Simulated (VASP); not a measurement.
# Settings for MgO: band structure

MgO, P6_3/mmc (no. 194), 4 atoms in the cell. PBE; PAW potentials Mg, O (PBE set). VASP 6.6.1.

Wanted: band energies at the path's corners within 0.006 eV; smallest gap over path and mesh within 0.003 eV.

What the run is for: bands; Accuracy asked: tight; Route: KPOINTS_OPT.

Band energies at the path's corners: counted from the valence top.

POSCAR:
```
MgO
1.0
    3.4863778627      0.0000000000      0.0000000000
   -1.7431889314      3.0192917963      0.0000000000
    0.0000000000      0.0000000000      4.1780412200
Mg O
2 2
Direct
    0.3333333333      0.6666666667      0.2500000000
    0.6666666667      0.3333333333      0.7500000000
    0.3333333333      0.6666666667      0.7500000000
    0.6666666667      0.3333333333      0.2500000000
```

The series start from Plane-wave cutoff (eV): 460; k-point mesh: 6 × 6 × 4; k points a path segment: 12; Electronic threshold (eV): 1e-6; Precision mode (PREC): Accurate; Bands in all (NBANDS): 22; Aspherical gradient terms in the spheres (LASPH): yes. Each series keeps the choices made before it, and each single choice may use up half of a tolerance.

## Plane-wave cutoff (eV)

| Plane-wave cutoff (eV) | Band energies at the path's corners, largest deviation (eV) | Smallest gap over path and mesh (eV) | Time (s) |
|---|---|---|---|
| 320 | 0.0697 | 3.4008 | 16 |
| 400 | 0.0181 | 3.4477 | 24 |
| 460 | 0.0012 | 3.4409 | 28 |
| 520 | 0.0034 | 3.4389 | 33 |
| 640 (reference) | 0.0000 | 3.4414 | 46 |

## k-point mesh

| k-point mesh | Band energies at the path's corners, largest deviation (eV) | Smallest gap over path and mesh (eV) | Time (s) |
|---|---|---|---|
| 3 × 3 × 2 | 0.0069 | 3.4369 | 36 |
| 3 × 3 × 3 | 0.0054 | 3.4384 | 38 |
| 4 × 4 × 3 | 0.0016 | 3.4405 | 39 |
| 5 × 5 × 4 | 0.0003 | 3.4413 | 42 |
| 6 × 6 × 4 | 0.0002 | 3.4414 | 46 |
| 7 × 7 × 6 | 0.0001 | 3.4414 | 47 |
| 9 × 9 × 7 (reference) | 0.0000 | 3.4415 | 52 |

## Electronic threshold (eV)

| Electronic threshold (eV) | Band energies at the path's corners, largest deviation (eV) | Smallest gap over path and mesh (eV) | Time (s) |
|---|---|---|---|
| 0.001 | 0.0040 | 3.4321 | 15 |
| 0.0001 | 0.0005 | 3.4368 | 16 |
| 1e-5 | 0.0009 | 3.4398 | 17 |
| 1e-6 | 0.0001 | 3.4405 | 17 |
| 1e-7 (reference) | 0.0000 | 3.4405 | 20 |

## Precision mode (PREC)

| Precision mode (PREC) | Band energies at the path's corners, largest deviation (eV) | Smallest gap over path and mesh (eV) | Time (s) |
|---|---|---|---|
| SingleN | 0.0008 | 3.4393 | 10 |
| Normal | 0.0001 | 3.4398 | 9.9 |
| Accurate (reference) | 0.0000 | 3.4398 | 17 |

## Bands in all (NBANDS)

| Bands in all (NBANDS) | Band energies at the path's corners, largest deviation (eV) | Smallest gap over path and mesh (eV) | Time (s) |
|---|---|---|---|
| 10 | 0.0007 | 3.4375 | 5.6 |
| 11 | 0.0004 | 3.4394 | 6.1 |
| 12 | 0.0007 | 3.4391 | 6.5 |
| 14 | 0.0010 | 3.4386 | 7.4 |
| 22 | 0.0002 | 3.4393 | 10 |
| 32 (reference) | 0.0000 | 3.4393 | 13 |

## Aspherical gradient terms in the spheres (LASPH)

| Aspherical gradient terms in the spheres (LASPH) | Band energies at the path's corners, largest deviation (eV) | Smallest gap over path and mesh (eV) | Time (s) |
|---|---|---|---|
| yes | 0.0000 | 3.4394 | 6.1 |
| no | 0.0011 | 3.4387 | 5.1 |

## Question

The rows run from the loosest to the tightest (no order: aspherical gradient terms in the spheres). For each series: choose the loosest value from which every tighter one stays within half of the tolerance; where there is no order, keep the first row unless others stay within half of the tolerance and take at least 30 % less time, and then take the fastest.

## Answer

- Plane-wave cutoff (eV): 640, the tightest run, since the next looser one is off by more than half of the tolerance (convergence isn't shown beyond it)
- k-point mesh: 4 × 4 × 3
- Electronic threshold (eV): 1e-5
- Precision mode (PREC): SingleN
- Bands in all (NBANDS): 11
- Aspherical gradient terms in the spheres (LASPH): yes

Also changed on the way, by series that aren't shown: k points a path segment: 5.

## All choices together

| Input | Band energies at the path's corners, largest deviation (eV) | Smallest gap over path and mesh (eV) | Time (s) |
|---|---|---|---|
| the program's defaults (naive) | 0.2368 | 3.4558 | 11 |
| chosen settings | 0.0027 | 3.4394 | 6.1 |
| reference settings throughout | 0.0000 | 3.4415 | 165 |

The chosen settings stay within the tolerance of the reference run, but the reference itself isn't shown to be converged in: Plane-wave cutoff (eV).

## The input

INCAR:
```
SYSTEM = MgO
GGA      = PE             ! functional
ISMEAR   = 0              ! smearing method
SIGMA    = 0.03           ! smearing width, eV
LWAVE    = .False.        ! write WAVECAR
LCHARG   = .False.        ! write CHGCAR
NBANDS   = 11             ! bands
PREC     = SingleN        ! precision mode
LASPH    = .True.         ! aspherical terms in the spheres
LREAL    = .False.        ! projectors in reciprocal space
ALGO     = Normal         ! electronic algorithm
EDIFF    = 1E-5           ! SCF threshold, eV
NELM     = 120            ! most SCF steps
GGA_COMPAT= .False.      
ENCUT    = 640            ! plane-wave cutoff, eV
EFERMI   = MIDGAP        
```

KPOINTS:
```
Automatic mesh
0
Gamma
  4 4 3
  0 0 0
```

KPOINTS_OPT:
```
path GMKGALHA,LM,KH
5
line-mode
reciprocal
 0.0000000000  0.0000000000  0.0000000000  G
 0.5000000000  0.0000000000  0.0000000000  M

 0.5000000000  0.0000000000  0.0000000000  M
 0.3333333333  0.3333333333  0.0000000000  K

 0.3333333333  0.3333333333  0.0000000000  K
 0.0000000000  0.0000000000  0.0000000000  G

 0.0000000000  0.0000000000  0.0000000000  G
 0.0000000000  0.0000000000  0.5000000000  A

 0.0000000000  0.0000000000  0.5000000000  A
 0.5000000000  0.0000000000  0.5000000000  L

 0.5000000000  0.0000000000  0.5000000000  L
 0.3333333333  0.3333333333  0.5000000000  H

 0.3333333333  0.3333333333  0.5000000000  H
 0.0000000000  0.0000000000  0.5000000000  A

 0.5000000000  0.0000000000  0.5000000000  L
 0.5000000000  0.0000000000  0.0000000000  M

 0.3333333333  0.3333333333  0.0000000000  K
 0.3333333333  0.3333333333  0.5000000000  H
```

Commands:
```
cat potpaw_PBE.64/Mg/POTCAR potpaw_PBE.64/O/POTCAR > POTCAR
mpirun -np 1 vasp_std > vasp.out
```

Limits: PBE gaps are mostly well below measured ones.

The chosen input took VASP 6.6.1 6.1 s on 1 core (AMD EPYC 9R45 (Zen 5)), a shared host.

## An input that fails: fixed density asked without a density file

VASP's message: ERROR: charge density could not be read from file CHGCAR for ICHARG>10.

Changes against the starting input:
```
- NELM = 120
+ NELM = 87
+ ICHARG = 11
```
